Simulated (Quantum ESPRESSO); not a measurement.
Runs of Quantum ESPRESSO 7.5 on CO2. It takes space group I-42d (No. 122, tetragonal). The conventional cell has a = 3.949 Å, b = 3.949 Å, c = 6.028 Å, α = 90.00°, β = 90.00°, γ = 90.00°. O (site symmetry 2) has 2 C at 1.40 Å as nearest neighbours. Around C (site symmetry -4) lie 4 O at 1.40 Å. The cell comes from a database or a generator and needn't be the stable form of this composition.

```tsv
task	level	potentials or basis	cutoff (eV)	form of the LDA correlation	gap on the mesh (eV)	pressure (GPa)	V0 of scaled cells (Å³/atom)	B0 (GPa)	largest force (eV/Å)
equation of state	PBE	SSSP 1.3 efficiency PBE	748	-	-	-	(b)	(c)	-
equation of state	PBEsol	GBRV 1.5 PBEsol	612	-	-	-	7.69	275	-
equation of state	LDA	GBRV 1.5 LDA	612	PZ81	-	-	7.50	(a)	-
band structure	LDA	GBRV 1.5 LDA	612	PZ81	7.47	-12.3	-	-	(d)
band structure	PBEsol	GBRV 1.5 PBEsol	612	-	7.58	-5.5	-	-	0.13
band structure	PBE	SSSP 1.3 efficiency PBE	748	-	7.69	-0.2	-	-	0.01
single point	PBE	SSSP 1.3 efficiency PBE	748	-	7.69	-0.2	-	-	0.01
```

Alike in all rows: no spin polarisation; cell as given; k mesh 9 × 9 × 9; smearing fermi-dirac 0.05 eV.

Question: Fill in the values left out.

Answer: (a) 295; (b) 7.84; (c) 258; (d) 0.41.

Caveats: the cell was scaled at fixed shape and fractional positions, which overstates the stiffness of a crystal with free parameters, most of all of layers and chains (some runs); an odd mesh through Γ misses points on the zone boundary, where band edges often lie (some runs).
